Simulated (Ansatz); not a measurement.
Here is an unrelaxed guess for Cd₂Hg₃Te₅.

```
Cd Hg Te
1.0
    -2.20188    2.20188   15.56961
     2.20188   -2.20188   15.56961
     2.20188    2.20188  -15.56961
Cd Hg Te
2 3 5
Direct
  0.90000 0.90000 0.00000
  0.10000 0.10000 0.00000
  0.50000 0.50000 0.00000
  0.70000 0.70000 0.00000
  0.30000 0.30000 0.00000
  0.00000 0.00000 0.00000
  0.60000 0.60000 0.00000
  0.20000 0.20000 0.00000
  0.80000 0.80000 0.00000
  0.40000 0.40000 0.00000
```

Method: Ansatz, DFT PBE, scalar-relativistic, plane waves, PAW. Plane waves to 420 eV, a k mesh through Γ of 6×6×6 on the computed 10-atom cell and Gaussian smearing (0.10 eV); no spin polarisation.

The zero of energy is the elements' standard structures at the same level; no fitted shifts are applied. The references include crystalline Hg.

Task: Estimate its pressure, forces and energy as it stands.

Result: The pressure is -1.9 GPa (the mean over three directions, positive in compression), the largest force is 0.20 eV/Å, and the energy is −0.12 eV/atom against the elements. The shortest distance is 3.11 Å.

Task: Is it a good guess?

Result: A good one: relaxing gains under 0.1 eV/atom (the start's value is from the coarse mesh, so the gain is rough) in 8 ionic steps and ends at −0.13 eV/atom on the finer mesh. The symmetry stays I4/mmm (No. 139). The volume per atom shrinks by 4.0 %, from 30.2 to 29.0 Å³. The shortest distance goes from 3.11 Å (Cd–Te and Hg–Te) to 2.98 Å (Hg–Te). Conventional cell: a = 4.330 Å, c = 30.912 Å. Around Cd lie 6 Te at 3.01–3.08 Å; Hg on a site of symmetry 4/mmm is surrounded by 6 Te at 2.98–3.06 Å; Te on a site of symmetry 4/mmm has 4 Hg at 3.06 Å and 2 Cd at 3.08 Å; 3 more sites not described.

The last run used a 12×12×12 mesh for its 10-atom cell and Gaussian smearing of 0.10 eV. Spin–orbit coupling, which can matter for Hg and Te, is left out. The reference form of Te is held partly by dispersion forces, which this level lacks. The relaxation can't lower the symmetry of the start, and the grade says only how near the guess is to its own end. A structure relaxed within its symmetry needn't be a true minimum.
